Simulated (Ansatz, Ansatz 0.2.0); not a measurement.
# Lattice constant of chiral PtAl with PBEsol: how coarse a mesh and how low a cutoff will do

## Experiment

The reference is the cubic lattice constant of PtAl in the chiral B20 structure, taken from "Analysis of the unconventional chiral fermions in a non-centrosymmetric chiral crystal $\textbf {PtAl}$" (2022, arXiv:2206.01159). A single crystal grown by the Czochralski method was crushed, and the powder was measured by X-ray diffraction at room temperature. Rietveld refinement of the pattern gave $a = 4.864$ Å. No uncertainty is given with the value. What diffraction yields here is the average cell of the thermally vibrating crystal, whereas a relaxation gives the cell at the minimum of the static energy.

| compared with | measured | source's wording or label | T (K) | method |
| --- | --- | --- | --- | --- |
| a (Å) | 4.864 | cubic lattice constant | room temperature | powder XRD, Rietveld refinement |

Conditions are those given with the value in the passage it was taken from; "not stated" means there, and the paper may say more elsewhere.

## Plan

I want to find the lightest numerical settings that still give a trustworthy lattice constant for PtAl, and what heavier settings cost. The model is the primitive cell with eight atoms in $P2_13$; the cell edge and the free internal coordinates of Pt and Al are relaxed together. The starting structure comes from earlier theory, with $a = 4.879$ Å, and serves only as a starting point.

The level of theory is PBEsol, a semilocal functional made for the equilibrium geometry of dense solids and cheap enough to repeat many times. Success against experiment means $a$ within 1 %, about 0.05 Å. That is a usual error for a good semilocal functional, and it leaves room for thermal and zero-point expansion, which I put at roughly 0.2 to 0.3 % for a fairly stiff intermetallic and which the static cell lacks.

For the numerical settings I ask for more: a change of at most 0.1 % in $a$, about 0.005 Å, so that they use up only a small part of the target. I vary the k mesh first, then the plane-wave cutoff, each with the other settings held fixed. A change of potentials and of functional then gives the scale against which the numerical error is to be judged.

Plain PBE is not among the levels examined in this study.

System: PtAl, cubic chiral B20 (FeSi type); P2_13 (No. 198), 8 atoms in the primitive cell; the database structure is a structure relaxed by earlier theory, not a measurement: a = 4.879 Å; structure from the Materials Project.

## 1. The k mesh at the default cutoff

PtAl is a metal, so the sampling of the Fermi surface is the first setting I want to pin down. I relax the cell on three meshes, 4x4x4, 6x6x6 and 10x10x10, with the cutoff and the smearing unchanged. With a smearing of 0.1 eV I expect the two denser meshes to agree within the 0.1 % tolerance; whether the coarsest does too is the question that matters for cost.

**Run 1.** Ansatz 0.2.0: PBEsol, cell and atoms relaxed from the database structure, PAW set soft_2, cutoff 420 eV (default), 4x4x4 k mesh, Gaussian smearing 0.1 eV.

Key lines of the input:
```
crystal:
  # lattice and atoms
kpoints:
  mp_grid: { grid: [4, 4, 4] }
hamiltonian:
  xc: pbesol
scf:
  occupations: { method: gaussian, width: 0.1 }
output:
  forces: true
  stress: true
relax:
  adjacent_minimum: "off"
  f_tol: 0.005
  max_steps: 60
  cell: { stress_tol: 0.03 }
```

Command:
```
ansatz run input.yaml --threads 8 --pin off --max-ram 16384MiB --backend cpu --events-out ev --progress --plain --runs-dir out
```

Selected lines of the output:
```
relax step   5: F+E_penalty+E_count = -51641.91157651 eV  [...]  max|allowed force component| = 6.735e-4 eV/Å  [...]  P = +0.001 GPa  Ω = 115.452 …
    - [4.869308660751366, 0.0, 0.0]
    - [0.0, 4.869308660751366, 0.0]
    - [0.0, 0.0, 4.869308660751366]
```

Converged; 8.6 s on 8 cores of Arm Neoverse N1, shared host.

**Run 2.** Ansatz 0.2.0: PBEsol, cell and atoms relaxed from the database structure, PAW set soft_2, cutoff 420 eV (default), 6x6x6 k mesh, Gaussian smearing 0.1 eV.

Key lines of the input, as changed from run 1:
```diff
  kpoints:
-   mp_grid: { grid: [4, 4, 4] }
+   mp_grid: { grid: [6, 6, 6] }
```

Selected lines of the output:
```
relax step   5: F+E_penalty+E_count = -51641.86438356 eV  [...]  max|allowed force component| = 7.764e-4 eV/Å  [...]  P = -0.003 GPa  Ω = 115.411 …
--- Relaxed structure (4 steps of the walk, 4 accepted, 1 SCFs on fresh bases) ---
    - [4.868725172554289, 0.0, 0.0]
    - [0.0, 4.868725172554289, 0.0]
    - [0.0, 0.0, 4.868725172554289]
```

Converged; 18 s, same machine.

**Run 3.** Ansatz 0.2.0: PBEsol, cell and atoms relaxed from the database structure, PAW set soft_2, cutoff 420 eV (default), 10x10x10 k mesh, Gaussian smearing 0.1 eV.

Key lines of the input, as changed from run 1:
```diff
  kpoints:
-   mp_grid: { grid: [4, 4, 4] }
+   mp_grid: { grid: [10, 10, 10] }
```

Selected lines of the output:
```
relax step   5: F+E_penalty+E_count = -51641.85757780 eV  [...]  max|allowed force component| = 6.592e-4 eV/Å  [...]  P = -0.002 GPa  Ω = 115.381 …
    - [4.868308114780607, 0.0, 0.0]
    - [0.0, 4.868308114780607, 0.0]
    - [0.0, 0.0, 4.868308114780607]
```

Converged; 23 s on 8 cores of Arm Neoverse V2, shared host.

| quantity | run 1 | run 2 | run 3 | measured |
| --- | --- | --- | --- | --- |
| a (Å) | 4.869 | 4.869 | 4.868 | 4.864 |
| conventional cell volume (Å³) | 115.45 | 115.41 | 115.38 |  |

The mesh hardly matters for the cell. From 4x4x4 to 10x10x10 the lattice constant falls from 4.8693 to 4.8683 Å, a change of 0.001 Å or 0.02 %, well inside the 0.1 % I allow. The coarsest mesh therefore passes too, and on the same machine it took 8.6 s against 18 s for 6x6x6.

The total energy is less forgiving: between the coarsest and the densest mesh it shifts by about 0.05 eV per cell. Most of that shift is common to all volumes near the minimum and so barely moves the lattice constant. A mesh good enough for $a$ is thus not automatically good enough for energies.

All three values lie about 0.1 % above the measured one.

## 2. Cutoff below and above the default

Next I vary the cutoff on the 6x6x6 mesh, down to 290 eV and up to 590 eV, with the 420 eV run as the middle point. The higher cutoff tests whether the default is itself good enough; I expect it to move $a$ by less than the tolerance. The lower one is the possible saving, and I am less confident of it: a basis too small for the Pt 5d states can distort the stress and with it the relaxed cell.

**Run 4.** Ansatz 0.2.0: PBEsol, cell and atoms relaxed from the database structure, PAW set soft_2, cutoff 290 eV, 6x6x6 k mesh, Gaussian smearing 0.1 eV.

Key lines of the input, as changed from run 2:
```diff
+ basis:
+   ecutwfc: 290.0
```

Selected lines of the output:
```
relax step   9: F+E_penalty+E_count = -51640.64567926 eV  [...]  max|allowed force component| = 6.589e-5 eV/Å  [...]  P = -0.013 GPa  Ω = 115.773 …
relax step  10: F+E_penalty+E_count = -51640.64567926 eV  [...]  max|allowed force component| = 6.586e-5 eV/Å  [...]  P = -0.017 GPa  Ω = 115.773 …
--- Relaxed structure (7 steps of the walk, 7 accepted, 3 SCFs on fresh bases) ---
    - [4.873812507313342, 0.0, 0.0]
```

Converged; 23 s on 8 cores of Arm Neoverse N1, shared host. Warnings: cutoff_below_recommended (in short: A typed cutoff is below a recommended value, from the records, the datasets' recipe or DFPT's needs, possibly lowering the density cutoff; compare with a higher-cutoff run).

**Run 5.** Ansatz 0.2.0: PBEsol, cell and atoms relaxed from the database structure, PAW set soft_2, cutoff 590 eV, 6x6x6 k mesh, Gaussian smearing 0.1 eV.

Key lines of the input, as changed from run 2:
```diff
+ basis:
+   ecutwfc: 590.0
```

Selected lines of the output:
```
--- Relaxed structure (4 steps of the walk, 4 accepted, 1 SCFs on fresh bases) ---
    - [4.868633231887418, 0.0, 0.0]
```

Converged; 13 s on 8 cores of Arm Neoverse V2, shared host.

| quantity | run 4 | run 5 | measured |
| --- | --- | --- | --- |
| a (Å) | 4.874 | 4.869 | 4.864 |
| conventional cell volume (Å³) | 115.77 | 115.40 |  |

Raising the cutoff from 420 to 590 eV changes $a$ by 0.0001 Å, which is no more than the stopping threshold on the stress leaves open. The default is high enough for this quantity.

At 290 eV the cell comes out 0.005 Å larger than at either higher cutoff. That is a shift of just over 0.1 %, a narrow miss of my numerical tolerance, though still small beside the 1 % target. The program warns that this cutoff is below a recommended value and advises a comparison with a higher one; the comparison bears the warning out.

Nor did the smaller basis save time. The relaxation went through ten steps instead of five, with three calculations on rebuilt bases instead of one, and took 23 s against 18 s at the default on the same type of processor. The times are rough, but there is no gain in them to set against the poorer cell.

## 3. Other potentials and two other functionals

The mesh and cutoff tests all share one set of PAW data, so they say nothing about the error of the potentials themselves. I therefore repeat the PBEsol relaxation with norm-conserving PseudoDojo potentials on the same 6x6x6 mesh.

For the scale of the theory error I add LDA and r2SCAN. LDA usually binds too strongly, and I expect a cell about 1 % smaller than with PBEsol. For r2SCAN I expect a smaller departure, but I don't want to guess its sign for a compound of a 5d metal.

**Run 6.** Ansatz 0.2.0: PBEsol, PseudoDojo norm-conserving pseudopotentials, cell and atoms relaxed from the database structure, cutoff 1143 eV (default), 6x6x6 k mesh, Gaussian smearing 0.1 eV.

Key lines of the input, as changed from run 2:
```diff
  hamiltonian:
+   pseudopotentials: { kind: nc, accuracy: standard }
```

Selected lines of the output:
```
  cell:  # Å, volume = 115.3129 Å³
    - [4.867350849094316, 0.0, 0.0]
    - [0.0, 4.867350849094316, 0.0]
    - [0.0, 0.0, 4.867350849094316]
```

Converged; 29 s, same machine.

**Run 7.** Ansatz 0.2.0: LDA, cell and atoms relaxed from the database structure, PAW set soft_2, cutoff 420 eV (default), 6x6x6 k mesh, Gaussian smearing 0.1 eV.

Key lines of the input, as changed from run 2:
```diff
  hamiltonian:
-   xc: pbesol
+   xc: lda
```

Selected lines of the output:
```
    - [4.834210558893639, 0.0, 0.0]
```

Converged; 21 s on 8 cores of Arm Neoverse N1, shared host.

**Run 8.** Ansatz 0.2.0: r2SCAN, cell and atoms relaxed from the database structure, PAW set soft_2, cutoff 500 eV (default), 6x6x6 k mesh, Gaussian smearing 0.1 eV.

Key lines of the input, as changed from run 2:
```diff
  hamiltonian:
-   xc: pbesol
+   xc: r2scan
```

Selected lines of the output:
```
relax step   1: F+E_penalty+E_count = -52317.68551614 eV  [...]  max|allowed force component| = 3.689e-3 eV/Å  [...]  P = -0.038 GPa  Ω = 116.138 Å³  (7 SCF iters, dr2 threshold 1.00e-7 eV [...]
--- Relaxed structure (2 steps of the walk, 2 accepted, 1 SCFs on fresh bases) ---
    - [4.878366470124981, 0.0, 0.0]
```

Converged; 9.9 s on 8 cores of Arm Neoverse V2, shared host.

| quantity | run 6 | run 7 | run 8 | measured |
| --- | --- | --- | --- | --- |
| a (Å) | 4.867 | 4.834 | 4.878 | 4.864 |
| conventional cell volume (Å³) | 115.31 | 112.97 | 116.10 |  |

Changing the potentials moves the PBEsol lattice constant from 4.8687 to 4.8674 Å, by 0.03 %. This is somewhat more than the whole spread over the three meshes, but still well inside the numerical tolerance.

The functional matters far more. LDA gives a cell edge 0.7 % shorter than PBEsol, in the direction I expected and a little less than I had guessed; r2SCAN gives one 0.2 % longer. Against the measured cell LDA is 0.6 % short and r2SCAN 0.3 % long, so both meet the 1 % target.

The r2SCAN relaxation started almost at its own minimum, with a pressure of only -0.038 GPa at the first step, and that explains its short walk. Its closeness to the computed starting cell is agreement between calculations and adds no support from experiment. I stop here, since the lighter mesh has already been run at the default cutoff with PBEsol, and the remaining numerical differences are small beside those between functionals.

## Summary of runs

| run | settings | a (Å) | deviation | cost |
| --- | --- | --- | --- | --- |
| 1 | PBEsol, 4x4x4 mesh | 4.869 | +0.005 (+0.1 %) | 69 core-s |
| 2 | PBEsol, PAW set soft_2, cutoff 420 eV (default), 6x6x6 k mesh | 4.869 | +0.005 (+0.1 %) | 2.5 core-min |
| 3 | PBEsol, 10x10x10 mesh | 4.868 | +0.004 (+0.1 %) | 3.1 core-min |
| 4 | PBEsol, cutoff 290 eV | 4.874 | +0.010 (+0.2 %) | 3.1 core-min |
| 5 | PBEsol, cutoff 590 eV | 4.869 | +0.005 (+0.1 %) | 1.7 core-min |
| 6 | PBEsol, PseudoDojo, cutoff 1143 eV | 4.867 | +0.003 (+0.1 %) | 3.9 core-min |
| 7 | LDA, PAW set soft_2, cutoff 420 eV (default), 6x6x6 k mesh | 4.834 | −0.030 (−0.6 %) | 2.8 core-min |
| 8 | r2SCAN, cutoff 500 eV | 4.878 | +0.014 (+0.3 %) | 79 core-s |
|  | measured | 4.864 |  |  |

## Verdict

PBEsol meets the 1 % target comfortably. With the 4x4x4 mesh and the default cutoff of 420 eV it gives $a = 4.869$ Å against the measured 4.864 Å, 0.1 % too long. These are the lightest settings I tried that also keep to the numerical tolerance of 0.1 %, and the relaxation took 8.6 s on eight cores.

The denser meshes shorten $a$ by at most 0.02 %, and the step to 590 eV leaves it practically unchanged. Both were useful as checks but aren't needed for routine work on this quantity. Going down to 290 eV was a false economy: the cell grew by slightly more than the tolerance, and the relaxation needed more steps. That this cell still lies within 1 % of experiment is no argument for the setting.

The choice of functional outweighs all of this. LDA lies 0.7 % below PBEsol and r2SCAN 0.2 % above it, while a change of potentials shifts PBEsol by only 0.03 %.

The match to 0.1 % flatters PBEsol somewhat. The computed cell is static, and the thermal and zero-point expansion I estimated at 0.2 to 0.3 % would lengthen it further, to roughly 0.3 or 0.4 % above the measurement. The same correction would bring LDA closer and take r2SCAN further away, with all three still inside the target. Since the expansion was only estimated and the measured value has no stated uncertainty, I don't rank the functionals on what remains.

[Logs are printed without paths, hosts, clocks, repeated set-up lines and the standing remarks that a program may print on its own settings, such as how far it seeks lower states.]

[The runs shown are a pick from a larger set of finished runs; failed, doubtful and other runs were left out of it ahead of writing. So were measured values far from every level or from commonly accepted values, and agreement can look better than it is. Lines of input and output are excerpts and may be shortened.]

[Plain PBE was run on this system too; it isn't shown.]
